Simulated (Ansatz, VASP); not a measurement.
## CoO in VASP and in Ansatz

INCAR

```
PREC = Accurate
ENCUT = 520
EDIFF = 1E-7
ISMEAR = -1
SIGMA = 0.05
LREAL = F
LASPH = T
NELM = 150
ALGO = Normal
ISIF = 2
LWAVE = F
LCHARG = F
ISPIN = 2
MAGMOM = 2 0
LORBIT = 11
LMAXMIX = 4
GGA = PS
NBANDS = 18
```

The input KPOINTS:

```
regular mesh
0
Gamma
  10 10 10
```

POSCAR

```
CoO
1.0
    1.6022198417      0.9250420569      2.5664708903
   -1.6022198417      0.9250420569      2.5664708903
    0.0000000000     -1.8500841138      2.5664708903
Co O
1 1
Direct
    0.9989783200      0.9989783200      0.9989783200
    0.7510210300      0.7510210300      0.7510210300
```

Contents of input.yaml:

```yaml
crystal:
  lattice:
    - [1.6022198417, 0.9250420569, 2.5664708903]
    - [-1.6022198417, 0.9250420569, 2.5664708903]
    - [0.0, -1.8500841138, 2.5664708903]
  atoms:
    - { symbol: Co, position: [0.99897832, 0.99897832, 0.99897832], spin: 2.0 }
    - { symbol: O, position: [0.75102103, 0.75102103, 0.75102103] }
kpoints:
  mp_grid: { grid: [10, 10, 10] }
scf:
  occupations: { method: fermi_dirac, width: 0.05 }
hamiltonian:
  xc: pbesol
  pseudopotentials: { kind: all_electron, lapw: { basis_error: 0.001 } }
magnetization:
  spin_polarized: true
output:
  forces: true
  stress: true
  eigenvalues: true
  populations: true
```

Measurements of this composition are mostly on another form, of space group No. 225.

Alike in both runs: task single point; functional PBEsol; k mesh 10 × 10 × 10; occupations fermi-dirac, width 0.05 eV; collinear spin.

```csv
,VASP,Ansatz
version,VASP 6.6.1,Ansatz 0.2.0
potentials or method,"VASP PAW PBE potentials, release 64 (Co, O)","all-electron LAPW, scalar-relativistic"
plane-wave cutoff (eV),520,see its input
```

Ansatz gave:

```
gap on the k mesh at the Fermi level (eV)                     : none
pressure (GPa)                                                : -7.9
largest component of the traceless stress (GPa)               : 3.24
rms of the force components (eV/Å)                            : 0.124
net moment per atom (μB)                                      : 1.39
size of the moment on the site where the two differ most (μB) : 2.36
```

Task: What did VASP give for the same quantities?

Result: gap on the k mesh at the Fermi level (eV): none; pressure (GPa): -8.2; largest component of the traceless stress (GPa): 3.27; rms of the force components (eV/Å): 0.125; net moment per atom (μB): 1.38; size of the moment on the site where the two differ most (μB): 2.37.

Site moments also hang on the region over which each program counts them. Atom by atom the forces differ by 0.001 eV/Å (rms over components). A gap of «none» marks a metal or a gap that the smearing closes. Ansatz ran all-electron here, so the differences hold the error of VASP's frozen core and of both bases.

Caveats: a cell with one magnetic atom can't hold antiferromagnetic order, which such compounds often take; semilocal functionals often make such compounds metallic where correlation or magnetic order opens a gap, which also shifts bond lengths; the PAW data sets were made with another functional, which shifts forces and pressure a little (VASP).
